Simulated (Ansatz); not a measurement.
Zn under changes of volume

One of the cells (15.451 Å³/atom); the others are scaled copies at fixed shape and fractional positions:

```
Zn
1.0
    -1.56904    1.56904    1.56904
     1.56904   -1.56904    1.56904
     1.56904    1.56904   -1.56904
Zn
1
Direct
  0.00000 0.00000 0.00000
```

This isn't the form of Zn at room conditions, which is hcp.

- Program: Ansatz 0.2.0
- Functional: PBE0
- Potentials or basis: Ansatz PAW
- Cutoff: 420 eV (not typed: the program's choice for these potentials)
- k mesh: 6 × 6 × 6
- Occupations: fermi-dirac, width 0.05 eV
- Spin: no spin polarisation

| volume (Å³/atom) | energy over the lowest point (meV/atom) | pressure (GPa) |
| --- | --- | --- |
| 14.524 | ? | ? |
| 14.833 | 5.84 | 3.2 |
| 15.142 | 1.33 | 1.5 |
| 15.451 | 0.00 | -0.1 |
| 15.760 | 1.47 | -1.5 |
| 16.069 | 5.49 | -2.7 |
| 16.378 | 11.79 | -3.8 |

**Question.** What does the run at 14.524 Å³/atom give?

**Answer.** Energy over the lowest point 14.06 meV/atom; pressure 5.2 GPa.

Worked out: A Birch-Murnaghan fit of order 3 (a polynomial in V^(-2/3)) to the other rows has its minimum at 15.44 Å³/atom with B0 = V·E''(V) = 74 GPa and B' = 4.4. It gives 13.86 meV/atom at 14.524 Å³/atom, against the run's 14.06, and -dE/dV = 5.1 GPa, against 5.2.

Energies are extrapolated to zero smearing.

Caveats: all runs use coarse meshes; the PAW data sets come from PBE, with cores solved anew for the run's functional, which leaves a small shift of forces and pressure; the thresholds are loose for stress.
